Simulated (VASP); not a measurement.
# Cu3N (Pm-3m) in VASP: electric field gradients with r2SCAN

Aim: the electric field gradients of Cu3N with r2SCAN.

Program: VASP 6.6.1. These are calculated values, not measurements. Logs are shortened: lines on timing, memory, paths and dates and some standing lists are left out, and cuts for length are marked.

### 1 The crystal as given

The structure is cubic, space group Pm-3m (No. 221). The conventional cell has a = 3.815 Å, b = 3.815 Å, c = 3.815 Å, α = 90.00°, β = 90.00°, γ = 90.00°. Cu (site symmetry 4/mmm) is surrounded by 2 N at 1.91 Å. N (site symmetry m-3m) has 6 Cu at 1.91 Å as nearest neighbours.

The cell is a database's computed one.

### 2 Electric field gradients, r2SCAN

Input file POSCAR:

```
Cu3N
1.0
    3.8147060000      0.0000000000      0.0000000000
    0.0000000000      3.8147060000      0.0000000000
    0.0000000000      0.0000000000      3.8147060000
Cu N
3 1
Direct
    0.0000000000      0.0000000000      0.5000000000
    0.0000000000      0.5000000000      0.0000000000
    0.5000000000      0.0000000000      0.0000000000
    0.0000000000      0.0000000000      0.0000000000
```

Input file INCAR.step1:

```
ALGO = Normal
EDIFF = 1E-4
ENCUT = 520
GGA = PE
ISMEAR = -1
LASPH = T
LCHARG = F
LREAL = F
LWAVE = T
NBANDS = 27
NELM = 100
PREC = Accurate
SIGMA = 0.08
```

Input file INCAR.step2:

```
ALGO = Normal
EDIFF = 1E-8
ENCUT = 520
ISIF = 2
ISMEAR = -1
ISTART = 1
LASPH = T
LCHARG = F
LEFG = T
LMIXTAU = T
LREAL = F
LWAVE = F
METAGGA = R2SCAN
NBANDS = 27
NELM = 100
PREC = Accurate
SIGMA = 0.08
```

Input file KPOINTS:

```
k-points
0
Gamma
  11 11 11
```

Potentials or basis: VASP PAW PBE potentials, release 64 (Cu, N).

Launch:

```console
$ cat potpaw_PBE.64/Cu/POTCAR potpaw_PBE.64/N/POTCAR > POTCAR
$ cp INCAR.step1 INCAR
$ mpirun -np 1 vasp_std > vasp.out
$ cp INCAR.step2 INCAR
$ mpirun -np 1 vasp_std > vasp.out
```

OUTCAR:

```text
EDIFF = 1E-8
   ENCUT = 520
   ISIF = 2
   ISMEAR = -1
   ISTART = 1
   LASPH = T
   LREAL = F
   METAGGA = R2SCAN
   NELM = 100
   PREC = Accurate

 ion  position               nearest neighbor table
   1  0.000  0.000  0.500-   4 1.91   4 1.91   2 2.70   2 2.70   3 2.70   3 2.70   2 2.70   2 2.70
                             3 2.70   3 2.70
   2  0.000  0.500  0.000-   4 1.91   4 1.91   1 2.70   1 2.70   1 2.70   3 2.70   3 2.70   1 2.70
                             3 2.70   3 2.70
   3  0.500  0.000  0.000-   4 1.91   4 1.91   1 2.70   1 2.70   2 2.70   1 2.70   2 2.70   2 2.70
                             1 2.70   2 2.70
   4  0.000  0.000  0.000-   1 1.91   2 1.91   3 1.91   1 1.91   2 1.91   3 1.91

  LATTYP: Found a simple cubic cell.
 ALAT       =     3.8147060000

  Lattice vectors:

 A1 = (   3.8147060000,   0.0000000000,   0.0000000000)
 A2 = (   0.0000000000,   3.8147060000,   0.0000000000)
 A3 = (   0.0000000000,   0.0000000000,   3.8147060000)

Analysis of symmetry for initial positions (statically):
=====================================================================
 Subroutine PRICEL returns:
 Original cell was already a primitive cell.

 Routine SETGRP: Setting up the symmetry group for a
 simple cubic supercell.

 Subroutine GETGRP returns: Found 48 space group operations
 (whereof 48 operations were pure point group operations)
 out of a pool of 48 trial point group operations.

The static configuration has the point symmetry O_h .

Analysis of symmetry for dynamics (positions and initial velocities):
=====================================================================
 Subroutine PRICEL returns:
 Original cell was already a primitive cell.

 Routine SETGRP: Setting up the symmetry group for a
 simple cubic supercell.

 Subroutine GETGRP returns: Found 48 space group operations
 (whereof 48 operations were pure point group operations)
 out of a pool of 48 trial point group operations.

The dynamic configuration has the point symmetry O_h .

 Subroutine INISYM returns: Found 48 space group operations
 (whereof 48 operations are pure point group operations),
 and found     1 'primitive' translations

[... 143 lines left out ...]

  energy without entropy =      -40.71360142  energy(sigma->0) =      -40.71401036

 E-fermi :   5.0274     XC(G=0): -11.4300

 val. band max:        4.6477579535   @ k =   0.4545   0.4545   0.3636
 cond. band min:       5.3414133744   @ k =   0.4545   0.4545   0.0000
 fundamental gap:      0.6936554209
 Fermi energy:         5.0274052275

 k-point     1 :       0.0000    0.0000    0.0000
  band No.  band energies     occupation
      1     -12.9509      2.00000
      2      -0.5180      2.00000
      3      -0.1362      2.00000
      4      -0.1362      2.00000
      5      -0.1362      2.00000
      6       0.8121      2.00000
[... 709 lines left out ...]
     26      14.7160      0.00000
     27      15.1287      0.00000

 [... further k-points ...]

------------------------ aborting loop because EDIFF is reached ----------------------------------------

  FORCE on cell =-STRESS in cart. coord.  units (eV):
  Direction    XX          YY          ZZ          XY          YZ          ZX
  --------------------------------------------------------------------------------------
  -------------------------------------------------------------------------------------
  Total       -0.7091186     -0.7091186     -0.7091186     -0.0000000     -0.0000000      0.0000000
  in kB      -20.4666254    -20.4666254    -20.4666254     -0.0000000     -0.0000000      0.0000000
  external PRESSURE =     -20.4666254 kB  Pullay stress =       0.0000000 kB

 VOLUME and BASIS-vectors are now :
 -----------------------------------------------------------------------------
  energy-cutoff  :      520.00
  volume of cell :       55.51
      direct lattice vectors                 reciprocal lattice vectors
     3.814706000  0.000000000  0.000000000     0.262143400  0.000000000  0.000000000
     0.000000000  3.814706000  0.000000000     0.000000000  0.262143400  0.000000000
     0.000000000  0.000000000  3.814706000     0.000000000  0.000000000  0.262143400

 POSITION                                       TOTAL-FORCE (eV/Angst)
 -----------------------------------------------------------------------------------
      0.00000      0.00000      1.90735         0.000000      0.000000      0.000000
      0.00000      1.90735      0.00000         0.000000      0.000000      0.000000
      1.90735      0.00000      0.00000         0.000000      0.000000      0.000000
      0.00000      0.00000      0.00000         0.000000      0.000000      0.000000
 -----------------------------------------------------------------------------------
    total drift:                                0.000000      0.000000     -0.000000

  FREE ENERGIE OF THE ION-ELECTRON SYSTEM (eV)
  ---------------------------------------------------
  free  energy   TOTEN  =       -40.7144192954 eV

  energy  without entropy=      -40.7136014170  energy(sigma->0) =      -40.71401036

 Electric field gradients (V/A^2)
---------------------------------------------------------------------
 ion       V_xx      V_yy      V_zz      V_xy      V_xz      V_yz
---------------------------------------------------------------------
   1      30.359    30.359   -60.719    -0.000    -0.000     0.000
   2      30.359   -60.719    30.359    -0.000    -0.000     0.000
   3     -60.719    30.359    30.359    -0.000    -0.000    -0.000
   4      -0.000    -0.000    -0.000     0.000    -0.000     0.000
---------------------------------------------------------------------

 Electric field gradients after diagonalization (V/A^2)
 (convention: |V_zz| > |V_xx| > |V_yy|)
----------------------------------------------------------------------
 ion       V_xx      V_yy      V_zz     asymmetry (V_yy - V_xx)/ V_zz
----------------------------------------------------------------------
   1      30.359    30.359   -60.719       0.000
   2      30.359    30.359   -60.719       0.000
   3      30.359    30.359   -60.719       0.000
   4      -0.000    -0.000    -0.000      -0.080
----------------------------------------------------------------------

           NMR quadrupolar parameters

 Cq : quadrupolar parameter    Cq=e*Q*V_zz/h
 eta: asymmetry parameters     (V_yy - V_xx)/ V_zz
 Q  : nuclear electric quadrupole moment in mb (millibarn)
----------------------------------------------------------------------
 ion       Cq(MHz)       eta       Q (mb)
----------------------------------------------------------------------
   1      -0.147       0.000       1.000
   2      -0.147       0.000       1.000
   3      -0.147       0.000       1.000
   4      -0.000      -0.080       1.000
----------------------------------------------------------------------
```

OUTCAR.step1:

```text
EDIFF = 1E-4
   ENCUT = 520
   GGA = PE
   ISMEAR = -1
   LASPH = T
[... 950 lines left out ...]
      0.00000      0.00000      1.90735         0.000000      0.000000      0.000000
      0.00000      1.90735      0.00000         0.000000      0.000000      0.000000
      1.90735      0.00000      0.00000         0.000000      0.000000      0.000000
      0.00000      0.00000      0.00000         0.000000      0.000000      0.000000
 -----------------------------------------------------------------------------------
    total drift:                                0.000000      0.000000     -0.000000

  FREE ENERGIE OF THE ION-ELECTRON SYSTEM (eV)
  ---------------------------------------------------
  free  energy   TOTEN  =       -18.3867203599 eV

  energy  without entropy=      -18.3852450353  energy(sigma->0) =      -18.38598270
```

OSZICAR.step1:

```text
N       E                     dE             d eps       ncg     rms          rms(c)
DAV:   1     0.295262088664E+03    0.29526E+03   -0.17227E+04  3056   0.221E+03
DAV:   2     0.128453151709E+02   -0.28242E+03   -0.26905E+03  3036   0.367E+02
DAV:   3    -0.215617922924E+02   -0.34407E+02   -0.32768E+02  3946   0.156E+02
DAV:   4    -0.229939778377E+02   -0.14322E+01   -0.14191E+01  4208   0.346E+01
DAV:   5    -0.230077820281E+02   -0.13804E-01   -0.13801E-01  3996   0.345E+00    0.156E+01
DAV:   6    -0.206915870388E+02    0.23162E+01   -0.36202E+01  4105   0.132E+02    0.100E+01
DAV:   7    -0.183917311496E+02    0.22999E+01   -0.93419E+00  3709   0.742E+01    0.256E+00
DAV:   8    -0.184123986226E+02   -0.20667E-01   -0.65201E-01  3585   0.569E+00    0.147E+00
DAV:   9    -0.183877689664E+02    0.24630E-01   -0.36744E-02  4020   0.257E+00    0.292E-01
DAV:  10    -0.183869305276E+02    0.83844E-03   -0.89173E-03  4148   0.140E+00    0.127E-01
DAV:  11    -0.183867799362E+02    0.15059E-03   -0.14515E-03  4350   0.651E-01    0.573E-02
DAV:  12    -0.183867203599E+02    0.59576E-04   -0.18903E-04  2604   0.178E-01
   1 F= -.18386720E+02 E0= -.18385983E+02  d E =-.147532E-02
```

Run time: 3.6 min. Hardware: 1 thread of AMD EPYC 9R14 (Zen 4), shared host; peak memory 0.18 GiB.

Results:

```
Free energy            : -40.7144 eV
Pressure               : -2.0 GPa
Band gap on the k mesh : 0.69 eV, indirect (least direct gap 1.18 eV)
```

Levels at points of the mesh, in eV from the valence-band top:
```
           k point  band 15  band 16  band 17  band 18  band 19  band 20  band 21  band 22  band 23  band 24
(0.00, 0.00, 0.00)    -2.32    -1.81    -1.81    -1.81    -1.74     1.26     5.77     5.77     7.12     7.12
```

Electric field gradients, principal values (V/Å²):
```tsv
atom	Vxx	Vyy	Vzz
1 Cu	30.359	30.359	-60.719
2 Cu	30.359	30.359	-60.719
3 Cu	30.359	30.359	-60.719
4 N	0.000	0.000	0.000
```

Caveat: the PAW data sets were made with another functional, which shifts forces and pressure a little; an odd mesh through Γ misses points on the zone boundary, where band edges often lie. r2SCAN opens gaps a little over a GGA but as a rule still falls short of measured ones.
